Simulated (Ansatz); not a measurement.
## GaN (F-43m): gap, valleys and masses

```xyz
2
Lattice="0.0000 2.2491 2.2491 2.2491 0.0000 2.2491 2.2491 2.2491 0.0000" Properties=species:S:1:pos:R:3 pbc="T T T"
Ga    0.0000    0.0000    0.0000
N     1.1246    1.1246    1.1246
```

Conventional cell: a = 4.498 Å, b = 4.498 Å, c = 4.498 Å, α = 90.00°, β = 90.00°, γ = 90.00°. Ga (atom 1) has 4 N at 1.95 Å as nearest neighbours. N (atom 2) has 4 Ga at 1.95 Å as nearest neighbours.

Computed, not measured; unless marked otherwise by PBEsol, all-electron LAPW in Ansatz 0.2.0, scalar-relativistic. k mesh 8×8×8, fixed occupations, basis error target 1 meV/atom. The cell was relaxed by PAW under this functional. This phase needn't be the one found at ambient conditions.

Extrema are searched on a 16×16×16 mesh and refined by Newton steps; masses come from band slopes 0.005 Å⁻¹ away, 1/m* = (1/ħ²) d²E/dk², negative for holes (the finite step makes the lightest masses up to about 3 % heavy). k is in units of the reciprocal vectors.

(1) Where are the band edges, and is the gap direct?

(2) What are the electron masses at the edge?

(3) Several bands lie at or near the hole edge, or its surface isn't an ellipsoid. What are the masses by direction?

(4) Along the Cartesian direction 100 the conduction slope is 0.2458 eV·Å one step out. What is it four steps out, and what does that say?

(5) What electronic dielectric constant and refractive index follow from the same bands (independent particles)?

(6) What gap does PAW give in the same cell?

## Answers

(1) The valence maximum lies at Gamma (0.000, 0.000, 0.000) and the conduction minimum at Gamma (0.000, 0.000, 0.000), so the Kohn-Sham gap of 1.717 eV is direct.

(2) The principal masses are 0.155, 0.155, 0.155 mₑ. One valley has a density-of-states mass (m₁m₂m₃)^(1/3) = 0.155; the direction-averaged conductivity mass 3/Σ(1/mᵢ) is 0.155 mₑ.

(3) 

```json
{"direction": "100", "branch from the edge": "1", "its level at the point (eV from the edge)": "0.000", "m*/mₑ": "-0.864"}
{"direction": "100", "branch from the edge": "2", "its level at the point (eV from the edge)": "0.000", "m*/mₑ": "-0.864"}
{"direction": "100", "branch from the edge": "3", "its level at the point (eV from the edge)": "0.000", "m*/mₑ": "-0.159"}
{"direction": "110", "branch from the edge": "1", "its level at the point (eV from the edge)": "0.000", "m*/mₑ": "-5.22"}
{"direction": "110", "branch from the edge": "2", "its level at the point (eV from the edge)": "0.000", "m*/mₑ": "-0.864"}
{"direction": "110", "branch from the edge": "3", "its level at the point (eV from the edge)": "0.000", "m*/mₑ": "-0.138"}
{"direction": "111", "branch from the edge": "1", "its level at the point (eV from the edge)": "0.000", "m*/mₑ": "-1.95"}
{"direction": "111", "branch from the edge": "2", "its level at the point (eV from the edge)": "0.000", "m*/mₑ": "-1.95"}
{"direction": "111", "branch from the edge": "3", "its level at the point (eV from the edge)": "0.000", "m*/mₑ": "-0.132"}
{"direction": "11-2", "branch from the edge": "1", "its level at the point (eV from the edge)": "0.000", "m*/mₑ": "-2.07"}
{"direction": "11-2", "branch from the edge": "2", "its level at the point (eV from the edge)": "0.000", "m*/mₑ": "-1.2"}
{"direction": "11-2", "branch from the edge": "3", "its level at the point (eV from the edge)": "0.000", "m*/mₑ": "-0.137"}
```

(4) 0.9726 eV·Å, 3.958 times the first; a parabola would give 4, so the band is nearly parabolic here.

(5) ε∞ = (6.14, 6.14, 6.14), so n ≈ √ε∞ = 2.48 (mean over directions) well under the gap and the normal reflectivity is ((n − 1)/(n + 1))² = 0.180. With the conductivity mass, a hydrogenic donor screened by ε∞ alone would bind by 13.6 eV × m*/ε∞² = 56 meV; static screening by the ions makes it shallower. Local fields, left out here, lower ε∞ by several per cent.

(6) 1.701 eV, -16 meV from the LAPW value.

Known limits: no spin-orbit coupling on heavy atoms; semilocal gaps are low, and what follows the gap (onsets, screening, light masses) shifts with it; without spin-orbit coupling, bands that meet at the valence top are not the light and heavy holes of experiment; the frozen-core PAW files of the compared runs were fitted under PBE, their cores solved anew for this functional.
